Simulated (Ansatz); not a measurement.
CdS (started from an entry of an open crystallographic database) was relaxed with r2SCAN, strained in 2 ways (changes of length per length), its atoms relaxed again with r2SCAN, and run with HSE06 in the PAW code Ansatz. Calculated for a static, non-magnetic cell.

Uniaxial -4.56 % along z, other directions held. Input:
```yaml
crystal:
  lattice:
    - [0.0, 2.9392138902, 2.8051857368]
    - [2.9392138902, 0.0, 2.8051857368]
    - [2.9392138902, 2.9392138902, 0.0]
  atoms:
    - { symbol: Cd, position: [0.0, 0.0, 0.0] }
    - { symbol: S, position: [0.25, 0.25, 0.25] }
kpoints:
  mp_grid: { grid: [6, 6, 6] }
  band_path:
    path:
      - [0.0, 0.0, 0.0]
      - [-0.5, -0.5, 0.0]
      - [-0.375, -0.375, 0.25]
      - [-0.375, 0.0, 0.375]
      - [0.0, 0.0, 0.5]
      - [-0.5, -0.25, 0.25]
    npoints: 1
hamiltonian:
  xc: hse06
scf:
  occupations: { method: fixed }
  n_extra_bands: 4
output:
  forces: true
  stress: true
  eigenvalues: true
```

Main results, then levels in eV from the Fermi energy at the points of the path (names of the unstrained zone, bands numbered from 0):
```
Crystal: 2 atoms, lattice volume = 48.468 Å³
Basis set: ecut = 420 eV, 925 PW (Γ)
Symmetry: 8 space group operations
Space group: I-4m2 (ITA 119)
k-points: 30 of 216 (time reversal used)
Free energy (F): -9162.164622 eV
Fermi energy:    6.683292 eV
--- Stress (GPa, compression-positive) ---
        3.048751       0.000000       0.000000
        0.000000       3.048751       0.000000
        0.000000       0.000000       3.756737
  P = ⅓ Tr σ = 3.2847 GPa (32.847 kbar)
```
```tsv
point	band_9	band_10	band_11	band_12	band_13	band_14	band_15
Γ	-8.523	-0.134	-0.134	0.000	2.128	7.620	7.620
X	-7.928	-4.208	-2.316	-2.316	4.219	5.129	10.893
U	-7.829	-4.258	-2.883	-1.921	4.969	6.455	9.826
K	-7.881	-4.413	-2.915	-1.721	5.253	6.713	9.470
L	-8.092	-4.919	-1.025	-0.827	4.040	7.876	8.289
W	-7.795	-4.283	-2.566	-2.558	6.255	6.705	8.217
```

With HSE06 the gap is 2.13 eV and direct, at Γ. At this geometry HSE06 finds +3.3 GPa, compression counted positive: its own equilibrium volume is larger. (The program warns that its thresholds are loose for a hybrid's stress.)

Question: Isotropic -0.92 % on every length gives these blocks instead:
```yaml
crystal:
  lattice:
    - [0.0, 2.9121731224, 2.9121731224]
    - [2.9121731224, 0.0, 2.9121731224]
    - [2.9121731224, 2.9121731224, 0.0]
  atoms:
    - { symbol: Cd, position: [0.0, 0.0, 0.0] }
    - { symbol: S, position: [0.25, 0.25, 0.25] }
```
What comes out?

Answer:
```
Crystal: 2 atoms, lattice volume = 49.395 Å³
Basis set: ecut = 420 eV, 941 PW (Γ)
Symmetry: 24 space group operations
Space group: F-43m (ITA 216)
k-points: 16 of 216 (time reversal used)
Free energy (F): -9162.183579 eV
Fermi energy:    6.328099 eV
--- Stress (GPa, compression-positive) ---
        2.011336       0.000000       0.000000
        0.000000       2.011336       0.000000
        0.000000       0.000000       2.011336
  P = ⅓ Tr σ = 2.0113 GPa (20.113 kbar)
```
```tsv
point	band_9	band_10	band_11	band_12	band_13	band_14	band_15
Γ	-8.407	0.000	0.000	0.000	2.175	7.704	7.704
X	-7.894	-4.235	-2.027	-2.027	4.448	5.484	10.533
U	-7.765	-4.180	-2.735	-1.649	5.248	6.667	9.659
K	-7.765	-4.180	-2.735	-1.649	5.248	6.667	9.659
L	-7.983	-4.714	-0.812	-0.812	4.118	8.152	8.152
W	-7.710	-4.134	-2.414	-2.391	6.415	6.793	8.441
```
With HSE06 the gap is 2.17 eV and direct, at Γ. At this geometry HSE06 finds +2.0 GPa, compression counted positive: its own equilibrium volume is larger. (The program warns that its thresholds are loose for a hybrid's stress.)

Spin-orbit coupling is left out.

The meshes of the hybrids are coarse, so their gaps aren't converged to the digits shown.
